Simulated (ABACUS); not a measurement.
# LiF (Griceite) (Fm-3m) in ABACUS: settings compared

Aim: see how the results for LiF (Griceite) move with the level of theory and the settings. Levels: rPW86PBE, revTPSS. Tasks: single point, relaxation of cell and atoms.

All numbers are computed with ABACUS 3.10.1; they aren't measurements. Logs are shortened: lines on timing, memory, paths and dates and some standing lists are left out, and cuts for length are marked.

## (1) The crystal as given

Symmetry: Fm-3m, No. 225, cubic system. The conventional cell has a = 4.028 Å, b = 4.028 Å, c = 4.028 Å, α = 90.00°, β = 90.00°, γ = 90.00°. F (site symmetry m-3m) is surrounded by 6 Li at 2.01 Å. Li (site symmetry m-3m) is surrounded by 6 F at 2.01 Å.

## (2) Single point, rPW86PBE

The input, run_abacus.py:

```python
"""ABACUS run from a structure file: ASE reads it, the script writes STRU, KPT and INPUT."""
import re
import subprocess
import spglib
from ase import Atoms
from ase.io import read
from ase.units import Bohr

atoms = read("LiF.cif")
cell, frac, numbers = spglib.standardize_cell((atoms.cell[:], atoms.get_scaled_positions(), atoms.numbers), to_primitive=True, symprec=1e-4)
atoms = Atoms(numbers=numbers, cell=cell, scaled_positions=frac, pbc=True)  # the primitive cell
atoms = atoms[(-atoms.numbers).argsort(kind="stable")]  # ABACUS lists atoms element by element
pseudo = {'F': '09_F_7_1.5_1.5_pbe_n_v1.0.upf', 'Li': '03_Li_3_1.6_1.6_pbe_v1.0.upf'}
orbital = {}
magmoms = None
kmesh = [9, 9, 9]
params = {
    'suffix': 'LiF',
    'calculation': 'scf',
    'basis_type': 'pw',
    'pseudo_dir': './',
    'symmetry': 1,
    'dft_functional': 'GGA_X_RPW86+GGA_C_PBE',
    'ecutwfc': 84,
    'pseudo_rcut': 10,
    'nspin': 1,
    'nbands': 15,
    'ks_solver': 'dav',
    'smearing_method': 'fd',
    'smearing_sigma': 0.00367493,
    'scf_thr': 1e-08,
    'scf_nmax': 100,
    'mixing_type': 'broyden',
    'mixing_beta': 0.7,
    'cal_force': 1,
    'cal_stress': 1,
    'out_chg': 1,
    'kpar': 4,
}

symbols = atoms.get_chemical_symbols()
elements = list(dict.fromkeys(symbols))
lines = ["ATOMIC_SPECIES"] + [f"{e} {atoms.get_masses()[symbols.index(e)]:.4f} {pseudo[e]}" for e in elements]
if orbital:
    lines += ["", "NUMERICAL_ORBITAL"] + [orbital[e] for e in elements]
lines += ["", "LATTICE_CONSTANT", f"{1 / Bohr:.10f}", "", "LATTICE_VECTORS"]
lines += [" ".join(f"{x:.10f}" for x in v) for v in atoms.cell]
lines += ["", "ATOMIC_POSITIONS", "Direct"]
for e in elements:
    lines += ["", e, "0.0", str(symbols.count(e))]
    for i, p in enumerate(atoms.get_scaled_positions(wrap=False)):
        if symbols[i] == e:
            mag = "" if magmoms is None else " mag " + " ".join(str(x) for x in (magmoms[i] if isinstance(magmoms[i], list) else [magmoms[i]]))
            lines.append(" ".join(f"{x:.10f}" for x in p) + " 1 1 1" + mag)
open("STRU", "w").write("\n".join(lines) + "\n")
open("KPT", "w").write("K_POINTS\n0\nGamma\n%d %d %d 0 0 0\n" % tuple(kmesh))
open("INPUT", "w").write("INPUT_PARAMETERS\n" + "".join(f"{k:<20s}{v}\n" for k, v in params.items()))

done = subprocess.run(['mpirun', '-np', '4', 'abacus'])
if done.returncode:
    raise SystemExit(done.returncode)
log = open("OUT.LiF/running_scf.log").read()
print("final energy (eV):", re.findall(r"FINAL_ETOT_IS (\S+)", log))
```

The input, LiF.cif:

```cif
data_LiF
_cell_length_a 4.02800000
_cell_length_b 4.02800000
_cell_length_c 4.02800000
_cell_angle_alpha 90.00000000
_cell_angle_beta 90.00000000
_cell_angle_gamma 90.00000000
_space_group_name_H-M_alt 'Fm-3m'
_space_group_name_Hall '-F 4 2 3'
_space_group_IT_number 225
loop_
_space_group_symop_operation_xyz
'x,y,z'
'-x,-y,-z'
'-y,x,z'
'y,-x,-z'
'-x,-y,z'
'x,y,-z'
'y,-x,z'
'-y,x,-z'
'x,-y,-z'
'-x,y,z'
'-y,-x,-z'
'y,x,z'
'-x,y,-z'
'x,-y,z'
'y,x,-z'
'-y,-x,z'
'z,x,y'
'-z,-x,-y'
'z,-y,x'
'-z,y,-x'
'z,-x,-y'
'-z,x,y'
'z,y,-x'
'-z,-y,x'
'-z,x,-y'
'z,-x,y'
'-z,-y,-x'
'z,y,x'
'-z,-x,y'
'z,x,-y'
'-z,y,x'
'z,-y,-x'
'y,z,x'
'-y,-z,-x'
'x,z,-y'
'-x,-z,y'
'-y,z,-x'
'y,-z,x'
'-x,z,y'
'x,-z,-y'
'-y,-z,x'
'y,z,-x'
'-x,-z,-y'
'x,z,y'
'y,-z,-x'
'-y,z,x'
'x,-z,y'
'-x,z,-y'
'x,y+1/2,z+1/2'
'-x,-y+1/2,-z+1/2'
'-y,x+1/2,z+1/2'
'y,-x+1/2,-z+1/2'
[... 63 lines left out ...]
'-z+1/2,y,-x+1/2'
'z+1/2,-x,-y+1/2'
'-z+1/2,x,y+1/2'
'z+1/2,y,-x+1/2'
'-z+1/2,-y,x+1/2'
'-z+1/2,x,-y+1/2'
'z+1/2,-x,y+1/2'
'-z+1/2,-y,-x+1/2'
'z+1/2,y,x+1/2'
'-z+1/2,-x,y+1/2'
'z+1/2,x,-y+1/2'
'-z+1/2,y,x+1/2'
'z+1/2,-y,-x+1/2'
'y+1/2,z,x+1/2'
'-y+1/2,-z,-x+1/2'
'x+1/2,z,-y+1/2'
'-x+1/2,-z,y+1/2'
'-y+1/2,z,-x+1/2'
'y+1/2,-z,x+1/2'
'-x+1/2,z,y+1/2'
'x+1/2,-z,-y+1/2'
'-y+1/2,-z,x+1/2'
'y+1/2,z,-x+1/2'
'-x+1/2,-z,-y+1/2'
'x+1/2,z,y+1/2'
'y+1/2,-z,-x+1/2'
'-y+1/2,z,x+1/2'
'x+1/2,-z,y+1/2'
'-x+1/2,z,-y+1/2'
'x+1/2,y+1/2,z'
'-x+1/2,-y+1/2,-z'
'-y+1/2,x+1/2,z'
'y+1/2,-x+1/2,-z'
'-x+1/2,-y+1/2,z'
'x+1/2,y+1/2,-z'
'y+1/2,-x+1/2,z'
'-y+1/2,x+1/2,-z'
'x+1/2,-y+1/2,-z'
'-x+1/2,y+1/2,z'
'-y+1/2,-x+1/2,-z'
'y+1/2,x+1/2,z'
'-x+1/2,y+1/2,-z'
'x+1/2,-y+1/2,z'
'y+1/2,x+1/2,-z'
'-y+1/2,-x+1/2,z'
'z+1/2,x+1/2,y'
'-z+1/2,-x+1/2,-y'
'z+1/2,-y+1/2,x'
'-z+1/2,y+1/2,-x'
'z+1/2,-x+1/2,-y'
'-z+1/2,x+1/2,y'
'z+1/2,y+1/2,-x'
'-z+1/2,-y+1/2,x'
'-z+1/2,x+1/2,-y'
'z+1/2,-x+1/2,y'
'-z+1/2,-y+1/2,-x'
'z+1/2,y+1/2,x'
'-z+1/2,-x+1/2,y'
'z+1/2,x+1/2,-y'
'-z+1/2,y+1/2,x'
'z+1/2,-y+1/2,-x'
'y+1/2,z+1/2,x'
'-y+1/2,-z+1/2,-x'
'x+1/2,z+1/2,-y'
'-x+1/2,-z+1/2,y'
'-y+1/2,z+1/2,-x'
'y+1/2,-z+1/2,x'
'-x+1/2,z+1/2,y'
'x+1/2,-z+1/2,-y'
'-y+1/2,-z+1/2,x'
'y+1/2,z+1/2,-x'
'-x+1/2,-z+1/2,-y'
'x+1/2,z+1/2,y'
'y+1/2,-z+1/2,-x'
'-y+1/2,z+1/2,x'
'x+1/2,-z+1/2,y'
'-x+1/2,z+1/2,-y'
loop_
_atom_site_label
_atom_site_type_symbol
_atom_site_symmetry_multiplicity
_atom_site_Wyckoff_symbol
_atom_site_fract_x
_atom_site_fract_y
_atom_site_fract_z
_atom_site_occupancy
F1 F 4 b 0.5000000000 0.0000000000 0.0000000000 1
Li1 Li 4 a 0.0000000000 0.0000000000 0.0000000000 1
```

Potentials or basis: SPMS ONCV 1.0 PBE, plane waves.

Command:

```bash
OMP_NUM_THREADS=1 python run_abacus.py > log
```

running log:

```text
ABACUS v3.10.1

               Atomic-orbital Based Ab-initio Computation at UStc

 ------------------------------------------------------------------------------------

 READING GENERAL INFORMATION
                           global_out_dir = OUT.LiF/
                           global_in_card = INPUT
                               pseudo_dir = ./
                              orbital_dir =
                                    DSIZE = 4
                                    GSIZE = 1

 READING UNITCELL INFORMATION
                                    ntype = 2
                  lattice constant (Bohr) = 1.88973
              lattice constant (Angstrom) = 1

 READING ATOM TYPE 1
                               atom label = F
                      L=0, number of zeta = 1
                      L=1, number of zeta = 1
                      L=2, number of zeta = 1
             number of atom for this type = 1

 READING ATOM TYPE 2
                               atom label = Li
                      L=0, number of zeta = 1
                      L=1, number of zeta = 1
                      L=2, number of zeta = 1
             number of atom for this type = 1

                        TOTAL ATOM NUMBER = 2
DIRECT COORDINATES
    atom                   x                   y                   z     mag                  vx                  vy                  vz
taud_F1            0.5000000000        0.5000000000        0.5000000000  0.0000        0.0000000000        0.0000000000        0.0000000000
taud_Li1            0.0000000000        0.0000000000        0.0000000000  0.0000        0.0000000000        0.0000000000        0.0000000000

                          Volume (Bohr^3) = 110.257
                             Volume (A^3) = 16.3383

 Lattice vectors: (Cartesian coordinate: in unit of a_0)
                   +0              +2.014              +2.014
               +2.014                  +0              +2.014
               +2.014              +2.014                  +0
 Reciprocal vectors: (Cartesian coordinate: in unit of 2 pi/a_0)
            -0.248262           +0.248262           +0.248262
            +0.248262           -0.248262           +0.248262
            +0.248262           +0.248262           -0.248262
 The esolver type has been set to : ksdft_pw

                PAO radial cut off (Bohr) = 10

 Read in pseudopotential file is 09_F_7_1.5_1.5_pbe_n_v1.0.upf
                     pseudopotential type = NC
          exchange-correlation functional = PBE
                 nonlocal core correction = 1
                        valence electrons = 7
                                     lmax = 2
                           number of zeta = 2
                     number of projectors = 5
                           L of projector = 0
                           L of projector = 0
                           L of projector = 1
                           L of projector = 1
                           L of projector = 2
 XC functional updated to : GGA_X_RPW86+GGA_C_PBE
          exchange-correlation functional = GGA_X_RPW86+GGA_C_PBE
                PAO radial cut off (Bohr) = 10

 Read in pseudopotential file is 03_Li_3_1.6_1.6_pbe_v1.0.upf
[... 166 lines left out ...]
 projector 3 L=1
 projector 4 L=1
 projector 5 L=2
 Li non-local projectors:
 projector 1 L=0
 projector 2 L=0
 projector 3 L=1
 projector 4 L=1
      TOTAL NUMBER OF NONLOCAL PROJECTORS = 21

 Init Non-Local PseudoPotential table :
 Init Non-Local-Pseudopotential done.

                                     npwx = 1459

 Make real space PAO into reciprocal space.
       max mesh points in Pseudopotential = 1001
     dq(describe PAO in reciprocal space) = 0.01
                                    max q = 1104

 number of pseudo atomic orbitals for F is 2

 number of pseudo atomic orbitals for Li is 2
WARNING: norm of atomic wavefunction # 2 of atomic type Li is 0.997717, renormalized

 -------------------------------------------
 SELF-CONSISTENT
 -------------------------------------------
                                 init_chg = atomic

 PW ALGORITHM --------------- ION=   1  ELEC=   1--------------------------------

 Density error is 0.132853596084
                          Error Threshold = 0.01
----------------------------------------------------------
     Energy           Rydberg                 eV
----------------------------------------------------------
 E_KohnSham     -63.8390725427       -868.5751416158
 E_Harris       -61.9339900686       -842.6551648081
 E_Fermi        0.1819799976         2.4759648892
----------------------------------------------------------
[... 63 lines left out ...]
 Density error is 5.53756038272e-09
                          Error Threshold = 7.45740939914e-10
----------------------------------------------------------
     Energy           Rydberg                 eV
----------------------------------------------------------
 E_KohnSham     -63.8873981598       -869.2326453680
 E_KS(sigma->0) -63.8873981598       -869.2326453680
 E_Harris       -63.8877319183       -869.2371863854
 E_band         -8.7855935010        -119.5341319248
 E_one_elec     -24.6928000077       -335.9627796797
 E_Hartree      16.4160334230        223.3515931109
 E_xc           -14.6623549375       -199.4915732488
 E_Ewald        -40.9482766375       -557.1298855503
 E_entropy(-TS) -0.0000000000        -0.0000000000
 E_descf        0.0000000000         0.0000000000
 E_exx          0.0000000000         0.0000000000
 E_Fermi        0.1505514168         2.0483571099
----------------------------------------------------------

 charge density convergence is achieved
 final etot is -869.23264537 eV
 EFERMI = 2.0483571099 eV

 STATE ENERGY(eV) AND OCCUPATIONS    NSPIN == 1
 1/9 kpoint (Cartesian) = 0.0000 0.0000 0.0000 (1459 pws)
       1       -40.2573     0.00274348
       2       -19.0218     0.00274348
       3       0.822683     0.00274348
       4       0.822683     0.00274348
       5       0.822683     0.00274348
       6        9.95071    6.29919e-72
       7        24.7567        0.00000
       8        24.7567        0.00000
       9        24.7567        0.00000
      10        25.2003        0.00000
      11        25.2003        0.00000
      12        25.2003        0.00000
      13        28.4015        0.00000
      14        32.3088        0.00000
      15        32.3088        0.00000
[... 71 lines left out ...]
       2       -18.9570      0.0164609
       3       0.505811      0.0164609
       4       0.702767      0.0164609
       5       0.702767      0.0164609
       6        10.4533    1.62938e-75
       7        22.7857        0.00000
       8        22.7857        0.00000
       9        22.8394        0.00000
      10        23.1892        0.00000
      11        28.2756        0.00000
      12        28.2756        0.00000
      13        31.6749        0.00000
      14        32.7438        0.00000
      15        34.1565        0.00000

[... levels at 3 further k points ...]

------------------------------------------------------------------------------------------
 TOTAL-FORCE (eV/Angstrom)
------------------------------------------------------------------------------------------
                        F1         0.0000000000         0.0000000000         0.0000000000
                       Li1         0.0000000000         0.0000000000         0.0000000000
------------------------------------------------------------------------------------------

----------------------------------------------------------------
 TOTAL-STRESS (KBAR)
----------------------------------------------------------------
        23.2605321316        -0.0000000000         0.0000000000
        -0.0000000000        23.2605321316         0.0000000000
        -0.0000000000         0.0000000000        23.2605321316
----------------------------------------------------------------
 TOTAL-PRESSURE: 23.260532 KBAR

 --------------------------------------------
 !FINAL_ETOT_IS -869.2326453679615952 eV
 --------------------------------------------
```

It took 2 s on 4 MPI ranks of Intel Xeon 6975P-C (Granite Rapids), shared host; peak memory 0.36 GiB.

Results:

```yaml
Free_energy: -869.2326 eV
Pressure: 2.3 GPa
Band_gap_on_the_k_mesh: 9.13 eV, direct
```

Levels at points of the mesh, in eV from the valence-band top:
| k point | band 2 | band 3 | band 4 | band 5 | band 6 | band 7 | band 8 | band 9 |
| --- | --- | --- | --- | --- | --- | --- | --- | --- |
| (0.00, 0.00, 0.00) | -19.84 | 0.00 | 0.00 | 0.00 | 9.13 | 23.93 | 23.93 | 23.93 |

Caveat: the potentials were made for another functional, which shifts forces and pressure; an odd mesh through Γ misses points on the zone boundary, where band edges often lie.

## (3) Relaxation of cell and atoms, rPW86PBE

run_abacus.py, as its differences from that of step 2:

```diff
@@ -3,4 +3,2 @@
 import subprocess
-import spglib
-from ase import Atoms
 from ase.io import read
@@ -8,5 +6,3 @@
 
-atoms = read("LiF.cif")
-cell, frac, numbers = spglib.standardize_cell((atoms.cell[:], atoms.get_scaled_positions(), atoms.numbers), to_primitive=True, symprec=1e-4)
-atoms = Atoms(numbers=numbers, cell=cell, scaled_positions=frac, pbc=True)  # the primitive cell
+atoms = read("POSCAR")
 atoms = atoms[(-atoms.numbers).argsort(kind="stable")]  # ABACUS lists atoms element by element
@@ -18,3 +14,3 @@
     'suffix': 'LiF',
-    'calculation': 'scf',
+    'calculation': 'cell-relax',
     'basis_type': 'pw',
@@ -26,3 +22,3 @@
     'nspin': 1,
-    'nbands': 15,
+    'nbands': 9,
     'ks_solver': 'dav',
@@ -36,3 +32,7 @@
     'cal_stress': 1,
-    'out_chg': 1,
+    'relax_nmax': 60,
+    'force_thr_ev': 0.005,
+    'relax_method': 'cg',
+    'out_stru': 1,
+    'stress_thr': 0.2,
     'kpar': 4,
@@ -61,3 +61,3 @@
     raise SystemExit(done.returncode)
-log = open("OUT.LiF/running_scf.log").read()
+log = open("OUT.LiF/running_cell-relax.log").read()
 print("final energy (eV):", re.findall(r"FINAL_ETOT_IS (\S+)", log))
```

The input, POSCAR:

```
LiF
1.0
    0.0000000000      2.0140000000      2.0140000000
    2.0140000000      0.0000000000      2.0140000000
    2.0140000000      2.0140000000      0.0000000000
F Li
1 1
Direct
    0.5000000000      0.5000000000      0.5000000000
    0.0000000000      0.0000000000      0.0000000000
```

Potentials or basis: SPMS ONCV 1.0 PBE, plane waves.

Command:

```bash
OMP_NUM_THREADS=1 python run_abacus.py > log
```

Run time: 7.9 s. Hardware: 4 MPI ranks of Intel Xeon 6975P-C (Granite Rapids), shared host; peak memory 0.36 GiB.

Results (log left out):

| Property | Result |
| --- | --- |
| Free energy | -869.2365 eV |
| Relaxed volume | 8.43 Å³/atom |
| Relaxed cell | a = 2.879 Å, b = 2.879 Å, c = 2.879 Å, α = 60.00°, β = 60.00°, γ = 60.00° |
| Space group after relaxing (to 0.05 Å) | Fm-3m (No. 225) |
| Energy gained by relaxing | 1.9 meV/atom |
| Ionic steps | 15 |
| Pressure after relaxing | 0.0 GPa |
| Band gap on the k mesh | 8.84 eV, direct |

Step by step:
```csv
step,energy change (eV),largest force (eV/Å),pressure (GPa),volume (Å³)
1,0.0000,0.0000,2.33,16.34
2,-0.0031,0.0000,1.01,16.63
3,-0.0038,0.0000,0.03,16.86
4,-0.0038,0.0000,0.03,16.87
5,-0.0038,0.0000,0.05,16.87
6,-0.0038,0.0000,0.03,16.87
7,-0.0038,0.0000,0.06,16.87
8,-0.0038,0.0000,0.03,16.87
9,-0.0038,0.0000,0.03,16.87
10,-0.0038,0.0000,0.03,16.87
11,-0.0038,0.0000,0.03,16.87
12,-0.0038,0.0000,0.03,16.87
13,-0.0038,0.0000,0.03,16.87
14,-0.0038,0.0000,0.03,16.87
15,-0.0038,0.0000,0.01,16.87
```

Final structure:
```xyz
2
Lattice="0.0000 2.0354 2.0354 2.0354 0.0000 2.0354 2.0354 2.0354 0.0000" Properties=species:S:1:pos:R:3 pbc="T T T"
F     2.0354    2.0354    2.0354
Li    0.0000    0.0000    0.0000
```

Levels at points of the mesh, in eV from the valence-band top:
```tsv
k point	band 1	band 2	band 3	band 4	band 5	band 6	band 7	band 8
(0.00, 0.00, 0.00)	-41.15	-19.76	0.00	0.00	0.00	8.84	23.52	23.52
```

Caveat: the potentials were made for another functional, which shifts forces and pressure; an odd mesh through Γ misses points on the zone boundary, where band edges often lie.

[end of part 1 of 2]
